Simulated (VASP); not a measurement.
**KF: single point with PBEsol**

The system is KF.

```
K F
1.0
     0.00000    2.65428    2.65428
     2.65428    0.00000    2.65428
     2.65428    2.65428    0.00000
K F
1 1
Direct
  0.00000 0.00000 0.00000
  0.50000 0.50000 0.50000
```

| Property | Result |
| --- | --- |
| Program | VASP 6.6.1 |
| Task | single point |
| Functional | PBEsol |
| Potentials or basis | VASP PAW PBE potentials, release 64 (K_sv, F) |
| Cutoff | 520 eV |
| k mesh | 8 × 8 × 8 |
| Occupations | gaussian, width 0.02 eV |
| Spin | no spin polarisation |
| Dipole correction | no |
| Further INCAR settings | ALGO = Normal; EDIFF = 1e-06; NBANDS = 15 |

```
Pressure               : 0.0 GPa
Band gap on the k mesh : 6.13 eV, direct
```

Levels at points of the mesh, in eV from the valence-band top:
```csv
k point,band 4,band 5,band 6,band 7,band 8,band 9,band 10,band 11,band 12,band 13
"(0.00, 0.00, 0.00)",-9.21,-9.21,0.00,0.00,0.00,6.13,10.69,10.69,10.69,12.39
"(0.50, 0.00, 0.00)",-9.24,-9.24,-0.84,-0.37,-0.37,9.05,10.60,12.14,12.14,14.45
"(0.50, 0.50, 0.00)",-9.44,-9.44,-0.20,-0.05,-0.05,8.11,10.34,11.81,13.71,14.39
```

Wall time 9.5 s on 1 thread of Intel(R) Xeon(R) Platinum 8488C (Sapphire Rapids) (shared host), peak memory 0.16 GiB.

Caveat: the PAW data sets were made with another functional, which shifts forces and pressure a little. A k mesh can miss the band edges.
